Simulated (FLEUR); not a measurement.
A run of FLEUR MaX-R8.1 (later development tree) is set up as follows.

The input inp.xml:

```xml
<?xml version="1.0" encoding="UTF-8" standalone="no"?>
<fleurInput fleurInputVersion="0.39">
   <comment>
      Au                                                                                                  
   </comment>
   <calculationSetup>
      <cutoffs Kmax="4.1" Gmax="12.7" GmaxXC="12.7" numbands="all"/>
      <scfLoop itmax="60" minDistance="0.00001" maxIterBroyd="15" imix="Anderson" alpha="0.05" precondParam="0.0" spinf="2.0" sdNocoIR="T"/>
      <coreElectrons ctail="T" frcor="F" kcrel="0" coretail_lmax="0"/>
      <xcFunctional name="PBEs" relativisticCorrections="F"/>
      <magnetism jspins="1"/>
      <soc l_soc="T" theta="0.0" phi="0.0" spav="F"/>
      <expertModes spex="0" secvar="F"/>
      <geometryOptimization l_f="F" forcealpha="1.0" forcemix="BFGS" epsdisp="0.00001" epsforce="0.00001"/>
      <ldaU l_linMix="F" mixParam="0.05" spinf="1.0"/>
   </calculationSetup>
   <cell>
      <bzIntegration valenceElectrons="19.0" mode="hist" fermiSmearingEnergy="0.00183747">
         <kPointListSelection listName="default-1"/>
         <!-- k-points included here -->
         <xi:include xmlns:xi="http://www.w3.org/2001/XInclude" href="kpts.xml"> </xi:include>
      </bzIntegration>
      <!-- symmetry operations included here -->
      <xi:include xmlns:xi="http://www.w3.org/2001/XInclude" href="sym.xml"> </xi:include>
      <bulkLattice scale="1.0">
         <bravaisMatrix>
            <row-1>    0.0000000000000000     3.8455926635609998     3.8455926635609998</row-1>
            <row-2>    3.8455926635609998     0.0000000000000000     3.8455926635609998</row-2>
            <row-3>    3.8455926635609998     3.8455926635609998     0.0000000000000000</row-3>
         </bravaisMatrix>
      </bulkLattice>
   </cell>
   <atomSpecies>
      <species name="Gold (Au)" element="Au" atomicNumber="79">
         <mtSphere radius="2.52" gridPoints="833" logIncrement="0.016"/>
         <atomicCutoffs lmax="10" lnonsphr="10"/>
         <electronConfig flipSpins="F">
            <coreConfig>(1s1/2) (2s1/2) (2p1/2) (2p3/2) (3s1/2) (3p1/2) (3p3/2) (4s1/2) (3d3/2) (3d5/2) (4p1/2) (4p3/2) (4d3/2) (4d5/2) (4f5/2) (4f7/2)</coreConfig>
            <valenceConfig>(5s1/2) (5p1/2) (5p3/2) (6s1/2) (5d3/2) (5d5/2)</valenceConfig>
            <stateOccupation state="(6s1/2)" spinUp="0.500000" spinDown="0.500000"/>
         </electronConfig>
         <energyParameters s="6" p="6" d="5" f="5"/>
         <lo type="SCLO" l="0" n="5" eDeriv="0"/>
         <lo type="SCLO" l="1" n="5" eDeriv="0"/>
         <lo type="SCLO" l="1" n="5" eDeriv="1"/>
         <lo type="SCLO" l="2" n="5" eDeriv="2"/>
         <lo type="SCLO" l="3" n="5" eDeriv="2"/>
      </species>
   </atomSpecies>
   <atomGroups>
      <atomGroup species="Gold (Au)">
         <relPos label="                   1">.0000000000 .0000000000 .0000000000</relPos>
         <force calculate="T" relaxXYZ="TTT"/>
      </atomGroup>
   </atomGroups>
   <output dos="F" band="F" slice="F">
      <checks vchk="F" cdinf="F"/>
      <bandDOS minEnergy="-.5*Htr" maxEnergy="0.5*Htr" sigma="0.015" storeEVData="T"/>
      <vacuumDOS vacdos="F" integ="F" star="F" nstars="0" locx1="0.0" locy1="0.0" locx2="0.0" locy2="0.0" nstm="0" tworkf="0.0"/>
      <unfoldingBand unfoldBand="F" supercellX="1" supercellY="1" supercellZ="1"/>
      <plotting iplot="0" polar="F">
         <plot TwoD="T" vec1="  1.0  0.0  0.0" vec2="  0.0  1.0  0.0" vec3="  0.0  0.0  1.0" zero="  0.0  0.0  0.0" file="plot"/>
      </plotting>
      <chargeDensitySlicing numkpt="0" minEigenval="0.0" maxEigenval="0.0" nnne="0" pallst="F"/>
      <specialOutput eonly="F"/>
      <moessbauerParams electricFieldGradient="T" isomerShift="T" coreHyperfine="T" valenceHyperfine="T"/>
      <magneticCircularDichroism mcd="F" energyLo="-10.0" energyUp="0.0"/>
   </output>
  <!-- We include the file relax.xml here to enable relaxations (see documentation) -->
  <xi:include xmlns:xi="http://www.w3.org/2001/XInclude" href="relax.xml"> <xi:fallback/> </xi:include>
</fleurInput>
```

crystal.txt

```
Au
&input cartesian=F /
0.0000000000  2.0350000000  2.0350000000
2.0350000000  0.0000000000  2.0350000000
2.0350000000  2.0350000000  0.0000000000
1.8897261246
1.0 1.0 1.0

1
79 0.0000000000  0.0000000000  0.0000000000

&soc 0.0 0.0 /
&kpt div1=8 div2=8 div3=8 gamma=T /
```

inp.xml (bands)

```
<?xml version="1.0" encoding="UTF-8" standalone="no"?>
<fleurInput fleurInputVersion="0.39">
   <comment>
      Au                                                                                                  
   </comment>
   <calculationSetup>
      <cutoffs Kmax="4.1" Gmax="12.7" GmaxXC="12.7" numbands="all"/>
      <scfLoop itmax="60" minDistance="0.00001" maxIterBroyd="15" imix="Anderson" alpha="0.05" precondParam="0.0" spinf="2.0" sdNocoIR="T"/>
      <coreElectrons ctail="T" frcor="F" kcrel="0" coretail_lmax="0"/>
      <xcFunctional name="PBEs" relativisticCorrections="F"/>
      <magnetism jspins="1"/>
      <soc l_soc="T" theta="0.0" phi="0.0" spav="F"/>
      <expertModes spex="0" secvar="F"/>
      <geometryOptimization l_f="F" forcealpha="1.0" forcemix="BFGS" epsdisp="0.00001" epsforce="0.00001"/>
      <ldaU l_linMix="F" mixParam="0.05" spinf="1.0"/>
   </calculationSetup>
   <cell>
      <bzIntegration valenceElectrons="19.0" mode="hist" fermiSmearingEnergy="0.00183747">
         <kPointListSelection listName="path-1"/>
         <!-- k-points included here -->
         <xi:include xmlns:xi="http://www.w3.org/2001/XInclude" href="kpts.xml"> </xi:include>
      </bzIntegration>
      <!-- symmetry operations included here -->
      <xi:include xmlns:xi="http://www.w3.org/2001/XInclude" href="sym.xml"> </xi:include>
      <bulkLattice scale="1.0">
         <bravaisMatrix>
            <row-1>    0.0000000000000000     3.8455926635609998     3.8455926635609998</row-1>
            <row-2>    3.8455926635609998     0.0000000000000000     3.8455926635609998</row-2>
            <row-3>    3.8455926635609998     3.8455926635609998     0.0000000000000000</row-3>
         </bravaisMatrix>
      </bulkLattice>
   </cell>
   <atomSpecies>
      <species name="Gold (Au)" element="Au" atomicNumber="79">
         <mtSphere radius="2.52" gridPoints="833" logIncrement="0.016"/>
         <atomicCutoffs lmax="10" lnonsphr="10"/>
         <electronConfig flipSpins="F">
            <coreConfig>(1s1/2) (2s1/2) (2p1/2) (2p3/2) (3s1/2) (3p1/2) (3p3/2) (4s1/2) (3d3/2) (3d5/2) (4p1/2) (4p3/2) (4d3/2) (4d5/2) (4f5/2) (4f7/2)</coreConfig>
            <valenceConfig>(5s1/2) (5p1/2) (5p3/2) (6s1/2) (5d3/2) (5d5/2)</valenceConfig>
            <stateOccupation state="(6s1/2)" spinUp="0.500000" spinDown="0.500000"/>
         </electronConfig>
         <energyParameters s="6" p="6" d="5" f="5"/>
         <lo type="SCLO" l="0" n="5" eDeriv="0"/>
         <lo type="SCLO" l="1" n="5" eDeriv="0"/>
         <lo type="SCLO" l="1" n="5" eDeriv="1"/>
         <lo type="SCLO" l="2" n="5" eDeriv="2"/>
         <lo type="SCLO" l="3" n="5" eDeriv="2"/>
      </species>
   </atomSpecies>
   <atomGroups>
      <atomGroup species="Gold (Au)">
         <relPos label="                   1">.0000000000 .0000000000 .0000000000</relPos>
         <force calculate="T" relaxXYZ="TTT"/>
      </atomGroup>
   </atomGroups>
   <output dos="F" band="T" slice="F">
      <checks vchk="F" cdinf="F"/>
      <bandDOS minEnergy="-.5*Htr" maxEnergy="0.5*Htr" sigma="0.015" storeEVData="T"/>
      <vacuumDOS vacdos="F" integ="F" star="F" nstars="0" locx1="0.0" locy1="0.0" locx2="0.0" locy2="0.0" nstm="0" tworkf="0.0"/>
      <unfoldingBand unfoldBand="F" supercellX="1" supercellY="1" supercellZ="1"/>
      <plotting iplot="0" polar="F">
         <plot TwoD="T" vec1="  1.0  0.0  0.0" vec2="  0.0  1.0  0.0" vec3="  0.0  0.0  1.0" zero="  0.0  0.0  0.0" file="plot"/>
      </plotting>
      <chargeDensitySlicing numkpt="0" minEigenval="0.0" maxEigenval="0.0" nnne="0" pallst="F"/>
      <specialOutput eonly="F"/>
      <moessbauerParams electricFieldGradient="T" isomerShift="T" coreHyperfine="T" valenceHyperfine="T"/>
      <magneticCircularDichroism mcd="F" energyLo="-10.0" energyUp="0.0"/>
   </output>
  <!-- We include the file relax.xml here to enable relaxations (see documentation) -->
  <xi:include xmlns:xi="http://www.w3.org/2001/XInclude" href="relax.xml"> <xi:fallback/> </xi:include>
</fleurInput>
```

Potentials or basis: all-electron, FLAPW.

Run with:

```bash
$ inpgen -f crystal.txt -profile fastHighL
$ # inp.xml edited to the form shown
$ fleur_MPI
$ fleur_MPI   # second run, on inp.xml (bands)
```

**Question.** Predict the band gap along the path.

**Answer.** None (metal or under the smearing width).

Levels at the corners of the path, in eV from the Fermi level:
```
point  band 15  band 16  band 17  band 18  band 19  band 20  band 21  band 22
    Γ    -4.24    -4.24    -2.99    -2.99    -2.99    -2.99    14.35    14.35
    X    -2.07    -2.07    -1.04    -1.04     0.81     0.81     5.81     5.81
    W    -3.25    -3.25    -1.62    -1.62     4.67     4.67     5.73     5.73
    K    -2.99    -2.99    -1.95    -1.95     3.74     3.74     4.64     4.64
    Γ    -4.24    -4.24    -2.99    -2.99    -2.99    -2.99    14.35    14.35
    L    -2.33    -2.33    -1.62    -1.62    -1.14    -1.14     3.12     3.12
    U    -2.99    -2.99    -1.95    -1.95     3.74     3.74     4.64     4.64
    W    -3.25    -3.25    -1.62    -1.62     4.67     4.67     5.73     5.73
    L    -2.33    -2.33    -1.62    -1.62    -1.14    -1.14     3.12     3.12
    K    -2.99    -2.99    -1.95    -1.95     3.74     3.74     4.64     4.64
    U    -2.99    -2.99    -1.95    -1.95     3.74     3.74     4.64     4.64
    X    -2.07    -2.07    -1.04    -1.04     0.81     0.81     5.81     5.81
```
